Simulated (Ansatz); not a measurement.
Density of states of WS2 (R3m, a = 3.148 Å, b = 3.148 Å, c = 19.111 Å, α = 90.00°, β = 90.00°, γ = 120.00°), in states per eV and primitive cell, averaged over bins of 0.3 eV. Level of theory: DFT PBEsol, scalar-relativistic, plane waves, PAW (Ansatz 0.2.0).

Plane waves to 420 eV, a k mesh through Γ of 12×12×12 on the computed 3-atom cell and Gaussian smearing (0.02 eV); no spin polarisation.

The cell is relaxed at this level. The states (both spins) are summed by tetrahedra on a 18×18×18 mesh at the self-consistent density. Energies are bin centres; the table starts no lower than −8 eV and ends at 6 eV, or lower where the solved bands end.

The gap is 1.14 eV at this level, with the zero inside it.

```csv
E − E_F (eV),total,S 3p,W 5d,W 6s,S 3s
-7.90,0.09,0.05,0.02,0.00,0.01
-7.60,1.03,0.64,0.21,0.09,0.06
-7.30,1.48,0.90,0.36,0.12,0.07
-7.00,2.69,1.58,0.82,0.16,0.08
-6.70,2.27,1.32,0.78,0.08,0.06
-6.40,1.71,1.14,0.48,0.01,0.06
-6.10,0.96,0.67,0.23,0.01,0.04
-5.80,1.87,1.14,0.42,0.11,0.15
-5.50,4.26,2.46,1.19,0.15,0.35
-5.20,1.30,0.75,0.40,0.04,0.08
-4.90,1.59,1.02,0.46,0.02,0.06
-4.60,3.98,2.57,1.25,0.01,0.08
-4.30,2.17,1.35,0.74,0.01,0.03
-4.00,1.48,0.86,0.56,0.01,0.02
-3.70,1.72,0.94,0.71,0.01,0.01
-3.40,3.27,2.21,0.88,0.01,0.09
-3.10,3.17,2.30,0.69,0.01,0.11
-2.80,2.55,1.96,0.46,0.01,0.05
-2.50,1.82,1.47,0.27,0.00,0.03
-2.20,1.66,0.81,0.74,0.03,0.03
-1.90,2.90,1.02,1.71,0.03,0.05
-1.60,1.60,0.51,1.01,0.02,0.02
-1.30,0.81,0.23,0.55,0.01,0.01
-1.00,0.22,0.07,0.13,0.00,0.01
-0.70,0.08,0.03,0.05,0.00,0.00
-0.40,0.00,0.00,0.00,0.00,0.00
-0.10,0.00,0.00,0.00,0.00,0.00
0.20,0.00,0.00,0.00,0.00,0.00
0.50,0.02,0.01,0.01,0.00,0.00
0.80,0.69,0.25,0.37,0.01,0.02
1.10,1.71,0.53,1.02,0.04,0.03
1.40,2.31,0.73,1.41,0.04,0.03
1.70,4.50,1.43,2.78,0.04,0.07
2.00,3.47,1.13,2.05,0.05,0.07
2.30,3.95,1.05,2.42,0.08,0.11
2.60,2.18,0.73,1.14,0.03,0.08
2.90,2.03,0.72,1.00,0.02,0.08
3.20,0.88,0.38,0.40,0.01,0.03
3.50,2.01,0.90,0.90,0.01,0.06
3.80,1.69,0.69,0.77,0.02,0.09
4.10,0.98,0.27,0.39,0.10,0.07
4.40,0.85,0.18,0.26,0.17,0.06
4.70,0.58,0.08,0.04,0.22,0.03
5.00,0.69,0.10,0.05,0.24,0.03
5.30,0.89,0.13,0.06,0.29,0.04
5.60,0.99,0.16,0.05,0.33,0.05
```

The columns after the total are the main Löwdin projections on the occupied valence shells of the potentials; 1 other is left out. The rest of the total lies in those, in shells that are empty in the free atom, which aren't projected, and between the atoms.

Spin-orbit coupling is left out, which matters for the bands of heavy elements. The cell holds layers, and where no dispersion correction was added their binding is poorly described.

This form isn't the usual stable structure of the compound.

Cost: 1 run of about 1.7 core-minutes, on Arm Neoverse V1 (shared hosts).